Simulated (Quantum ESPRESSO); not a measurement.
Ca:

```xyz
1
Lattice="0.0000 2.7942 2.7942 2.7942 0.0000 2.7942 2.7942 2.7942 0.0000" Properties=species:S:1:pos:R:3 pbc="T T T"
Ca    0.0000    0.0000    0.0000
```

Base run:

* Program: Quantum ESPRESSO 7.5
* Functional: LDA
* Potentials or basis: PseudoDojo 0.4.1 SR LDA standard
* Cutoff: 980 eV
* Density cutoff: 3918 eV
* k mesh: 8 × 8 × 8
* Occupations: fermi-dirac, width 0.05 eV
* Spin: no spin polarisation

Its results: band gap on the k mesh none (metal or under the smearing width); pressure -2.1 GPa.

The run is repeated on the same cell with these changes: functional from LDA to PBEsol; potentials or basis from PseudoDojo 0.4.1 SR LDA standard to PseudoDojo 0.4.1 SR PBEsol standard; cutoff from 980 eV to 925 eV; density cutoff from 3918 eV to 3701 eV. What comes out?

Band gap on the k mesh none (metal or under the smearing width); pressure -1.2 GPa.

Caveats: some levels on the path didn't converge (some runs).
